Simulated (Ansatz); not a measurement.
An input for Ansatz 0.2.0 (RbBr):

Contents of run.py:

```python
import json

import ase.io
import numpy as np
import spglib

import ansatz as az

atoms = ase.io.read("RbBr.cif")
cell, frac, numbers = spglib.find_primitive((atoms.cell[:], atoms.get_scaled_positions(), atoms.numbers), symprec=1e-5)
atoms = ase.Atoms(numbers, cell=cell, scaled_positions=frac, pbc=True)

calculation = (
    az.Crystal.from_ase(atoms)
    .calculation()
    .kpoints(4, 4, 4)
    .functional("b3lyp", dispersion="d4")
    .pseudopotentials(kind="nc", accuracy="standard")
    .occupations(method="methfessel_paxton", width=0.05)
    .forces()
    .stress()
    .band_table(publish=True)
    .basis("high")
)
outcome = calculation.run(threads=2, events_out="events.jsonl")

report = outcome.report
for line in open("events.jsonl"):
    event = json.loads(line)
    if event["event"] == "scf_iter":
        d = event["data"]
        print(f"SCF {d['iter']:3d}  HF = {d['harris_foulkes_ev']:.6f} eV  dr2 = {d['dr2_ev']:.2e} eV")
    elif event["event"] in ("relax_step", "md_step"):
        d = event["data"]
        print(f"{event['event']} {d['step']:3d}  E = {d['lagrangian_ev']:.6f} eV")
np.set_printoptions(precision=5, suppress=True, linewidth=110)
print("converged:", report["converged"], "after", report["n_iterations"], "iterations")
print(f"free energy {report['free_energy_ev']:.6f} eV, Fermi level {report['fermi_energy_ev']:.4f} eV")
for key in ("band_edges_ev", "magnetization_mub", "site_moments_mub", "site_moments_nc_mub", "forces_ev_ang",
                "stress_gpa"):
    if report.get(key) is not None:
        print(key, np.array(report[key]), sep="\n")
```

File RbBr.cif:

```cif
data_RbBr
_cell_length_a 6.36268997
_cell_length_b 6.36268997
_cell_length_c 6.36268997
_cell_angle_alpha 90.00000000
_cell_angle_beta 90.00000000
_cell_angle_gamma 90.00000000
_space_group_name_H-M_alt 'Fm-3m'
_space_group_name_Hall '-F 4 2 3'
_space_group_IT_number 225
loop_
_space_group_symop_operation_xyz
'x,y,z'
'-x,-y,-z'
'-y,x,z'
'y,-x,-z'
'-x,-y,z'
'x,y,-z'
'y,-x,z'
'-y,x,-z'
'x,-y,-z'
'-x,y,z'
'-y,-x,-z'
'y,x,z'
'-x,y,-z'
'x,-y,z'
'y,x,-z'
'-y,-x,z'
'z,x,y'
'-z,-x,-y'
'z,-y,x'
'-z,y,-x'
'z,-x,-y'
'-z,x,y'
'z,y,-x'
'-z,-y,x'
'-z,x,-y'
'z,-x,y'
'-z,-y,-x'
'z,y,x'
'-z,-x,y'
'z,x,-y'
'-z,y,x'
'z,-y,-x'
'y,z,x'
'-y,-z,-x'
'x,z,-y'
'-x,-z,y'
'-y,z,-x'
'y,-z,x'
'-x,z,y'
'x,-z,-y'
'-y,-z,x'
'y,z,-x'
'-x,-z,-y'
'x,z,y'
'y,-z,-x'
'-y,z,x'
'x,-z,y'
'-x,z,-y'
'x,y+1/2,z+1/2'
'-x,-y+1/2,-z+1/2'
'-y,x+1/2,z+1/2'
'y,-x+1/2,-z+1/2'
'-x,-y+1/2,z+1/2'
'x,y+1/2,-z+1/2'
'y,-x+1/2,z+1/2'
'-y,x+1/2,-z+1/2'
'x,-y+1/2,-z+1/2'
'-x,y+1/2,z+1/2'
'-y,-x+1/2,-z+1/2'
[... 41 lines left out ...]
'-x+1/2,-y,z+1/2'
'x+1/2,y,-z+1/2'
'y+1/2,-x,z+1/2'
'-y+1/2,x,-z+1/2'
'x+1/2,-y,-z+1/2'
'-x+1/2,y,z+1/2'
'-y+1/2,-x,-z+1/2'
'y+1/2,x,z+1/2'
'-x+1/2,y,-z+1/2'
'x+1/2,-y,z+1/2'
'y+1/2,x,-z+1/2'
'-y+1/2,-x,z+1/2'
'z+1/2,x,y+1/2'
'-z+1/2,-x,-y+1/2'
'z+1/2,-y,x+1/2'
'-z+1/2,y,-x+1/2'
'z+1/2,-x,-y+1/2'
'-z+1/2,x,y+1/2'
'z+1/2,y,-x+1/2'
'-z+1/2,-y,x+1/2'
'-z+1/2,x,-y+1/2'
'z+1/2,-x,y+1/2'
'-z+1/2,-y,-x+1/2'
'z+1/2,y,x+1/2'
'-z+1/2,-x,y+1/2'
'z+1/2,x,-y+1/2'
'-z+1/2,y,x+1/2'
'z+1/2,-y,-x+1/2'
'y+1/2,z,x+1/2'
'-y+1/2,-z,-x+1/2'
'x+1/2,z,-y+1/2'
'-x+1/2,-z,y+1/2'
'-y+1/2,z,-x+1/2'
'y+1/2,-z,x+1/2'
'-x+1/2,z,y+1/2'
'x+1/2,-z,-y+1/2'
'-y+1/2,-z,x+1/2'
'y+1/2,z,-x+1/2'
'-x+1/2,-z,-y+1/2'
'x+1/2,z,y+1/2'
'y+1/2,-z,-x+1/2'
'-y+1/2,z,x+1/2'
'x+1/2,-z,y+1/2'
'-x+1/2,z,-y+1/2'
'x+1/2,y+1/2,z'
'-x+1/2,-y+1/2,-z'
'-y+1/2,x+1/2,z'
'y+1/2,-x+1/2,-z'
'-x+1/2,-y+1/2,z'
'x+1/2,y+1/2,-z'
'y+1/2,-x+1/2,z'
'-y+1/2,x+1/2,-z'
'x+1/2,-y+1/2,-z'
'-x+1/2,y+1/2,z'
'-y+1/2,-x+1/2,-z'
'y+1/2,x+1/2,z'
'-x+1/2,y+1/2,-z'
'x+1/2,-y+1/2,z'
'y+1/2,x+1/2,-z'
'-y+1/2,-x+1/2,z'
'z+1/2,x+1/2,y'
'-z+1/2,-x+1/2,-y'
'z+1/2,-y+1/2,x'
'-z+1/2,y+1/2,-x'
'z+1/2,-x+1/2,-y'
'-z+1/2,x+1/2,y'
'z+1/2,y+1/2,-x'
'-z+1/2,-y+1/2,x'
'-z+1/2,x+1/2,-y'
'z+1/2,-x+1/2,y'
'-z+1/2,-y+1/2,-x'
'z+1/2,y+1/2,x'
'-z+1/2,-x+1/2,y'
'z+1/2,x+1/2,-y'
'-z+1/2,y+1/2,x'
'z+1/2,-y+1/2,-x'
'y+1/2,z+1/2,x'
'-y+1/2,-z+1/2,-x'
'x+1/2,z+1/2,-y'
'-x+1/2,-z+1/2,y'
'-y+1/2,z+1/2,-x'
'y+1/2,-z+1/2,x'
'-x+1/2,z+1/2,y'
'x+1/2,-z+1/2,-y'
'-y+1/2,-z+1/2,x'
'y+1/2,z+1/2,-x'
'-x+1/2,-z+1/2,-y'
'x+1/2,z+1/2,y'
'y+1/2,-z+1/2,-x'
'-y+1/2,z+1/2,x'
'x+1/2,-z+1/2,y'
'-x+1/2,z+1/2,-y'
loop_
_atom_site_label
_atom_site_type_symbol
_atom_site_symmetry_multiplicity
_atom_site_Wyckoff_symbol
_atom_site_fract_x
_atom_site_fract_y
_atom_site_fract_z
_atom_site_occupancy
Rb1 Rb 4 a 0.0000000000 0.0000000000 0.0000000000 1
Br1 Br 4 b 0.5000000000 0.0000000000 0.0000000000 1
```

Potentials or basis: PseudoDojo standard.

The run is started by

```bash
$ python run.py
```

Q: What does the program do with it?

A: The run stopped without a result. It printed:

Output:

```text
Traceback (most recent call last):
  File "run.py", line 23, in <module>
  [frames inside libraries left out]
ansatz.errors.InputError: .basis: cutoff (an energy: a number in eV, or e.g. 30 * az.Ry) is a number, got 'high'
```
